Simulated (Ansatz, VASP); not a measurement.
## CsSnI3 in VASP and in Ansatz

The input INCAR:

```
PREC = Accurate
ENCUT = 520
EDIFF = 1E-6
ISMEAR = 0
SIGMA = 0.01
LREAL = False
LASPH = True
NELM = 80
ALGO = Normal
ISIF = 2
LWAVE = False
LCHARG = False
GGA = PS
NBANDS = 30
```

Contents of KPOINTS:

```
regular mesh
0
Gamma
  6 6 6
```

Contents of POSCAR:

```
CsSnI3
1.0
    5.7660271133      0.0000000000      0.0000000000
    0.0000000000      5.7660271133      0.0000000000
    0.0000000000      0.0000000000      5.7660271133
Cs Sn I
1 1 3
Direct
    0.0000000000      0.0000000000      0.0000000000
    0.5000000000      0.5000000000      0.5000000000
    0.0000000000      0.5000000000      0.5000000000
    0.5000000000      0.0000000000      0.5000000000
    0.5000000000      0.5000000000      0.0000000000
```

Input for Ansatz:

```yaml
crystal:
  lattice:
    - [5.7660271133, 0.0, 0.0]
    - [0.0, 5.7660271133, 0.0]
    - [0.0, 0.0, 5.7660271133]
  atoms:
    - { symbol: Cs, position: [0.0, 0.0, 0.0] }
    - { symbol: Sn, position: [0.5, 0.5, 0.5] }
    - { symbol: I, position: [0.0, 0.5, 0.5] }
    - { symbol: I, position: [0.5, 0.0, 0.5] }
    - { symbol: I, position: [0.5, 0.5, 0.0] }
basis:
  ecutwfc: 420
kpoints:
  mp_grid: { grid: [6, 6, 6] }
hamiltonian:
  xc: pbesol
scf:
  occupations: { method: gaussian, width: 0.01 }
output:
  forces: true
  stress: true
  eigenvalues: true
  write_density: true
  write_potential: true
  elf: true
  volumetric_format: npy
```

Change from the starting cell: equal strain along all axes, cell held, atoms relaxed: -6.0 %.

Alike in both runs: task single point; functional PBEsol; k mesh 6 × 6 × 6; occupations gaussian, width 0.01 eV; no spin polarisation.

```csv
,VASP,Ansatz
version,VASP 6.6.1,Ansatz 0.2.0
potentials or method,"VASP PAW PBE potentials, release 64 (Cs_sv, Sn_d, I)","scalar-relativistic, plane waves, PAW"
plane-wave cutoff (eV),520,420
valence electrons in the cell,44,74
```

|  | VASP | Ansatz | Ansatz less VASP |
| --- | --- | --- | --- |
| gap on the k mesh at the Fermi level (eV) | none | none | - |
| pressure (GPa) | 5.3 | 5.2 | -0.02 |

A gap of «none» marks a metal or a gap that the smearing closes. The two sets of potentials don't hold the same shells in valence.

Caveats: the PAW data sets were made with another functional, which shifts forces and pressure a little (VASP). The runs have no spin-orbit coupling, so splittings on Cs, I are missing.
